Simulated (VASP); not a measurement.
# Te (P3_121) in VASP: further runs, part 2 of 2

VASP 6.6.1.

## 4. Relaxation of shape and atoms at fixed volume, PBEsol

The input, INCAR:

```
SYSTEM = Te
ALGO     = Normal         ! electronic algorithm
EDIFF    = 1E-7           ! SCF threshold, eV
EDIFFG   = -0.01          ! ionic threshold
ENCUT    = 600            ! plane-wave cutoff, eV
GGA      = PS             ! functional
IBRION   = 2              ! ionic algorithm
ISIF     = 4              ! what is computed and relaxed
ISMEAR   = 0              ! smearing method
LASPH    = .True.         ! aspherical terms in the spheres
LCHARG   = .False.        ! write CHGCAR
LREAL    = .False.        ! projectors in reciprocal space
LWAVE    = .False.        ! write WAVECAR
NELM     = 80             ! most SCF steps
NSW      = 40             ! ionic steps
PREC     = Accurate       ! precision mode
SIGMA    = 0.03           ! smearing width, eV
```

The input, KPOINTS:

```
k-points
0
Gamma
  9 9 6
  0 0 0
```

The input, POSCAR:

```
Te                                      
1.0
    4.3148727191      0.0000000000     -0.0000000000
   -2.1574363595      3.7367893889      0.0000000000
    0.0000000000      0.0000000000      5.9623172284
  Te            
     3
Direct
     0.2845285603111652    0.0000000000000000    0.3333333332999970
     0.0000000000000000    0.2845285603111652    0.6666666667000030
     0.7154714396888349    0.7154714396888349    1.0000000000000000
```

Potentials or basis: VASP PAW PBE potentials, release 64 (Te).

The run is started by

```bash
cat potpaw_PBE.64/Te/POTCAR > POTCAR
mpirun -np 1 vasp_std > vasp.out
```

OUTCAR:

```text
SYSTEM = Te
   EDIFF = 1E-7
   EDIFFG = -0.01
   ENCUT = 600
   GGA = PS
   IBRION = 2
   ISIF = 4
   ISMEAR = 0
   LASPH = .True.
   LREAL = .False.
   NELM = 80
   NSW = 40
   PREC = Accurate

 ion  position               nearest neighbor table
   1  0.285  0.000  0.333-   3 2.91   2 2.91   3 3.35   3 3.35   2 3.35   2 3.35
   2  0.000  0.285  0.667-   3 2.91   1 2.91   3 3.35   3 3.35   1 3.35   1 3.35
   3  0.715  0.715  0.000-   1 2.91   2 2.91   1 3.35   2 3.35   2 3.35   1 3.35

  LATTYP: Found a hexagonal cell.
 ALAT       =     4.3148727191
 C/A-ratio  =     1.3818060500

  Lattice vectors:

 A1 = (   4.3148727191,   0.0000000000,   0.0000000000)
 A2 = (  -2.1574363595,   3.7367893889,   0.0000000000)
 A3 = (   0.0000000000,   0.0000000000,   5.9623172284)

Analysis of symmetry for initial positions (statically):
=====================================================================
 Subroutine PRICEL returns:
 Original cell was already a primitive cell.

 Routine SETGRP: Setting up the symmetry group for a
 hexagonal supercell.

[... 188 lines left out ...]
      7       4.7851      2.00000
      8       4.7851      2.00000
      9       5.4315      2.00000
     10       7.5613      0.00000
     11       7.5613      0.00000
     12       8.2475      0.00000
     13      11.3582      0.00000
[... 354 lines left out ...]
  band No.  band energies     occupation
      1      -6.5957      2.00000
      2      -4.7426      2.00000
      3      -3.2964      2.00000
      4       1.4184      2.00000
      5       2.0610      2.00000
      6       3.0830      2.00000
      7       4.5315      2.00000
      8       5.4389      2.00000
      9       5.9342      2.00000
     10       7.2964      0.00000
     11       7.7906      0.00000
     12       8.3864      0.00000
     13       9.9326      0.00000

 [... further k-points ...]

------------------------ aborting loop because EDIFF is reached ----------------------------------------

  FORCE on cell =-STRESS in cart. coord.  units (eV):
  Direction    XX          YY          ZZ          XY          YZ          ZX
  --------------------------------------------------------------------------------------
  -------------------------------------------------------------------------------------
  Total       -0.0045609     -0.0045609      0.0020638     -0.0000000      0.0000000     -0.0000000
  in kB       -0.0760117     -0.0760117      0.0343944     -0.0000000      0.0000000     -0.0000000
  external PRESSURE =      -0.0392097 kB  Pullay stress =       0.0000000 kB

 VOLUME and BASIS-vectors are now :
 -----------------------------------------------------------------------------
  energy-cutoff  :      600.00
  volume of cell :       96.14
      direct lattice vectors                 reciprocal lattice vectors
     4.314872719  0.000000000  0.000000000     0.231756547  0.133804705  0.000000000
    -2.157436360  3.736789389  0.000000000     0.000000000  0.267609409  0.000000000
     0.000000000  0.000000000  5.962317228     0.000000000  0.000000000  0.167720026

 POSITION                                       TOTAL-FORCE (eV/Angst)
 -----------------------------------------------------------------------------------
      1.22770      0.00000      1.98744         0.001971     -0.000000      0.000000
     -0.61385      1.06322      3.97488        -0.000986      0.001707     -0.000000
      1.54358      2.67357      0.00000        -0.000986     -0.001707      0.000000
 -----------------------------------------------------------------------------------
    total drift:                                0.000000     -0.000000      0.000000

  FREE ENERGIE OF THE ION-ELECTRON SYSTEM (eV)
  ---------------------------------------------------
  free  energy   TOTEN  =       -10.5801018699 eV

  energy  without entropy=      -10.5799171730  energy(sigma->0) =      -10.58000952

 reached required accuracy - stopping structural energy minimisation
```

CONTCAR:

```text
Te
   1.00000000000000
     4.3148727191000003    0.0000000000000000    0.0000000000000000
    -2.1574363595000001    3.7367893889000001    0.0000000000000000
     0.0000000000000000    0.0000000000000000    5.9623172283999999
  Te
     3
Direct
     0.2845285603111662    0.0000000000000000    0.3333333332999970
     0.0000000000000000    0.2845285603111662    0.6666666667000030
     0.7154714396888338    0.7154714396888338    0.0000000000000000

  0.00000000E+00  0.00000000E+00  0.00000000E+00
  0.00000000E+00  0.00000000E+00  0.00000000E+00
  0.00000000E+00  0.00000000E+00  0.00000000E+00
```

Run time: 78 s. Hardware: 1 thread of Intel Xeon Platinum 8259CL at 2.50GHz (Skylake/Cascade Lake), shared host; peak memory 0.28 GiB.

What came out:

* Free energy: -10.5801 eV
* Pressure after relaxing: 0.0 GPa
* Band gap on the k mesh: none (metal or under the smearing width)

Final structure:
```
Te
1.0
     4.31487    0.00000    0.00000
    -2.15744    3.73679    0.00000
     0.00000    0.00000    5.96232
Te
3
Direct
  0.28453 0.00000 0.33333
  0.00000 0.28453 0.66667
  0.71547 0.71547 0.00000
```

Caveat: the relaxation stopped at its first step, so nothing moved; the PAW data sets were made with another functional, which shifts forces and pressure a little.

## 5. Relaxation of shape and atoms at fixed volume, PBEsol (a relaxed cell with its volume scaled by 1.02)

INCAR is that of step 4.

KPOINTS is that of step 4.

The input, POSCAR:

```
Te                                      
1.0
    4.3434488679      0.0000000000     -0.0000000000
   -2.1717244339      3.7615370597      0.0000000000
    0.0000000000      0.0000000000      6.0018039237
  Te            
     3
Direct
     0.2845285603111652    0.0000000000000000    0.3333333332999970
     0.0000000000000000    0.2845285603111652    0.6666666667000030
     0.7154714396888349    0.7154714396888349    1.0000000000000000
```

The run is started by

```bash
cat potpaw_PBE.64/Te/POTCAR > POTCAR
mpirun -np 1 vasp_std > vasp.out
```

It took 3.2 min on 1 thread of Intel Xeon Platinum 8259CL at 2.50GHz (Skylake/Cascade Lake), shared host; peak memory 0.29 GiB.

It converged, with:

```
Free energy                  : -10.5762 eV
Energy gained by relaxing    : 0.8 meV/atom
Ionic steps                  : 4
Pressure after relaxing      : -0.6 GPa
Largest force after relaxing : 0.008 eV/Å
Band gap on the k mesh       : 0.03 eV, direct
```

Forces on the atoms (eV/Å):
```
Te  -0.008  0.000  0.000
Te   0.004 -0.007  0.000
Te   0.004  0.007  0.000
```

The path:
| step | energy change (eV) | largest force (eV/Å) | pressure (GPa) |
| --- | --- | --- | --- |
| 1 | 0.0000 | 0.0710 | -1.05 |
| 2 | -0.0012 | 0.0552 | -0.93 |
| 3 | -0.0024 | 0.0133 | -0.63 |
| 4 | -0.0025 | 0.0084 | -0.62 |

Final structure:
```
Te
1.0
     4.36230    0.00000    0.00000
    -2.18115    3.77786    0.00000
     0.00000    0.00000    5.95004
Te
3
Direct
  0.28151 0.00000 0.33333
  0.00000 0.28151 0.66667
  0.71849 0.71849 0.00000
```

Levels at points of the mesh, in eV from the valence-band top:
```csv
k point,band 6,band 7,band 8,band 9,band 10,band 11,band 12,band 13
"(0.00, 0.00, 0.00)",-2.65,-1.78,-1.78,-1.09,0.97,0.97,1.61,4.82
"(0.00, 0.00, 0.50)",-2.67,-1.30,-0.91,-0.91,0.27,0.29,0.29,3.72
```

Caveat: the PAW data sets were made with another functional, which shifts forces and pressure a little; spin-orbit coupling is left out, which moves the levels of the heavy elements; an odd mesh through Γ misses points on the zone boundary, where band edges often lie.

## 6. Summary

```tsv
cell	gap on the mesh (eV)	pressure (GPa)
atoms relaxed at fixed volume from: a relaxed cell with its volume scaled by 0.96	none	1.6
atoms relaxed at fixed volume from: a relaxed cell with its volume scaled by 0.98	none	0.7
atoms relaxed at fixed volume	none	0.0
atoms relaxed at fixed volume from: a relaxed cell with its volume scaled by 1.02	0.03	-0.6
```

Alike in all rows: task relaxation of shape and atoms at fixed volume; level PBEsol; potentials or basis VASP PAW PBE potentials, release 64 (Te); no spin polarisation; k mesh 9 × 9 × 6; cutoff (eV) 600; smearing gaussian 0.03 eV.

Caveats: the PAW data sets were made with another functional, which shifts forces and pressure a little; the relaxation stopped at its first step, so nothing moved (some runs); spin-orbit coupling is left out, which moves the levels of the heavy elements (some runs); an odd mesh through Γ misses points on the zone boundary, where band edges often lie (some runs).

Total energies depend on the potentials used, so only differences within one code and one set of settings carry meaning.
